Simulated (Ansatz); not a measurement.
BAs (F-43m), computed twice by G0W0.

```yaml
crystal:
  lattice:
    - [0.00000, 2.38850, 2.38850]
    - [2.38850, 0.00000, 2.38850]
    - [2.38850, 2.38850, 0.00000]
  atoms:
    - { symbol: B, position: [0.00000, 0.00000, 0.00000] }
    - { symbol: As, position: [0.25000, 0.25000, 0.25000] }
```

The cell and positions come from the Crystallography Open Database and are kept as given unless a step says otherwise. PAW set soft_2, made with PBE.

The first (Ansatz 0.2.0; start PBE, 6×6×6 mesh, 28 empty bands, screening to 60 eV; 1 × NVIDIA H100 80GB HBM3 (shared by 6 runs) with 3 threads of AMD EPYC 7R13 (Zen 3), shared host) gave, on its mesh: starting gap 1.28 eV, G0W0 gap 1.68 eV, RPA ε∞ (mean) 10.88, 3.6 s.

The second gave: starting gap 1.28 eV, G0W0 gap 1.87 eV, RPA ε∞ (mean) 10.60, 3.9 s.

What was changed in the input? Choose among start, files, mesh, bands and cutoff, frequency model or another key.

Changed: empty bands from 28 to 81 and screening cutoff (eV) from 60 to 120. The starting gap stayed, which rules out the functional and points to the GW step. Other changes could give like numbers; this is the one that was made.

Limits: not at the basis limit; no spin-orbit coupling.

[Paths, hosts, dates, memory and timing lines, banners, echoed tables and standing remarks are left out of the program output.]

[Logs are printed without paths, hosts, clocks, repeated set-up lines and the standing remarks that a program may print on its own settings, such as how far it seeks lower states.]

[Runs of the session that timed out or met a known fault of the program may be left out.]

[Cells called generated may have been cut or substituted from an entry of the Crystallography Open Database or the Materials Project.]

[Hosts, paths, dates, database ids (printed as entryN), source tags and the programs' standing remarks are cut or masked in the printed files.]
